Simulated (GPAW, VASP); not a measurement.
This is a calculation of Au (Gold) for GPAW 26.7.0 (ASE script). 

File run.py:

```python
from ase.dft.bandgap import bandgap
from ase.io import read, write
from ase.units import GPa
from gpaw import GPAW, PW

atoms = read('POSCAR')

calc = GPAW(mode=PW(600),
            xc='PBE',
            kpts={'size': (11, 11, 11), 'gamma': True},
            occupations={'name': 'methfessel-paxton', 'order': 0, 'width': 0.011},
            nbands=14,
            convergence={'density': 1e-05, 'energy': 1e-05},
            maxiter=150,
            txt='gpaw.txt')
atoms.calc = calc
energy = atoms.get_potential_energy()
forces = atoms.get_forces()
stress = atoms.get_stress()
calc.write('gs.gpw')
write('result.traj', atoms)
print(f'Energy: {energy:.6f} eV')
print('Forces (eV/A):')
print(forces.round(4))
print('Stress (GPa):', (stress / GPa).round(3))
print('Fermi level:', round(calc.get_fermi_level(), 4), 'eV')
print(f'Gap: {bandgap(calc)[0]:.4f} eV, direct: {bandgap(calc, direct=True)[0]:.4f} eV')
```

POSCAR

```
Au
1.0
    0.0000000000      2.0350000000      2.0350000000
    2.0350000000      0.0000000000      2.0350000000
    2.0350000000      2.0350000000      0.0000000000
Au
1
Direct
    0.0000000000      0.0000000000      0.0000000000
```

Potentials or basis: GPAW PAW data sets (gpaw-data 1.2.1), pw.

Run with:

```bash
$ OMP_NUM_THREADS=1 python run.py
```

Problem. What does the same run look like in VASP 6.6.1? Potentials or basis there: PBE PAW files Au, 520 eV.

Solution. As run (cutoffs and basis follow the program's own potentials, and thresholds, step limits or extra output files can differ):

File INCAR:

```
PREC = Accurate
ENCUT = 520
EDIFF = 1E-6
ISMEAR = 0
SIGMA = 0.011
LREAL = F
LASPH = T
NELM = 60
ALGO = Normal
ISIF = 2
LWAVE = F
LCHARG = F
GGA = PE
NBANDS = 12
```

KPOINTS

```
Automatic mesh
0
Gamma
  11 11 11
```

The input POSCAR:

```
Au
1.0
    0.0000000000      2.0350000000      2.0350000000
    2.0350000000      0.0000000000      2.0350000000
    2.0350000000      2.0350000000      0.0000000000
Au
1
Direct
    0.0000000000      0.0000000000      0.0000000000
```

Potentials or basis: VASP PAW PBE potentials, release 64 (Au).

The run is started by

```console
$ cat potpaw_PBE.64/Au/POTCAR > POTCAR
$ mpirun -np 1 vasp_std > vasp.out
```

Both were run:

|  | GPAW | VASP |
| --- | --- | --- |
| Pressure | 13.4 GPa | 10.5 GPa |

The two runs disagree by more than potentials and bases usually give (in gap, levels, pressure or energy); the cause wasn't traced.

The cell lies far from this level's equilibrium.

Pressure is positive in compression.
